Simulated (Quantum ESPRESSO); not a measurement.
AgCl (Chlorargyrite) in Quantum ESPRESSO: the effect of functional

AgCl (Chlorargyrite):

```
CELL_PARAMETERS angstrom
0.00000 2.73500 2.73500
2.73500 0.00000 2.73500
2.73500 2.73500 0.00000
ATOMIC_POSITIONS crystal
Ag 0.00000 0.00000 0.00000
Cl 0.50000 0.50000 0.50000
```

Alike in all runs:

| Property | Result |
| --- | --- |
| Program | Quantum ESPRESSO 7.5 |
| Task | phonons |
| Potentials or basis | PseudoDojo 0.4.1 SR PBE standard |
| Cutoff | 1116 eV |
| Density cutoff | 4463 eV |
| k mesh | 4 × 4 × 4, shifted |
| Occupations | fermi-dirac, width 0.05 eV |
| Spin | no spin polarisation |

Each run relaxes the cell or the atoms first.

Question: One run gave: relaxed volume 20.49 Å³/atom; dielectric constant 5.34 mean; highest phonon frequency 125 cm⁻¹. Which functional did it use?
A. BLYP
B. WC
C. vdW-DF-cx
D. revPBE
E. PBE

Answer: C.

```csv
functional,relaxed volume (Å³/atom),dielectric constant (mean),highest phonon frequency (cm⁻¹)
PBE,21.95,5.00,95
revPBE,23.07,4.68,78
BLYP,23.54,4.77,95
WC,20.21,5.55,120
vdW-DF-cx,20.49,5.34,125
```

Caveats: the potentials were made for another functional, which shifts forces and pressure (some runs); before the sum rule the acoustic modes lie tens of cm⁻¹ from zero, a sign that the density grid also shifts the optical modes (some runs); the volume moved by over 15 % at a fixed basis, so the end points are rough (some runs).

Not every run made on this cell is shown here.
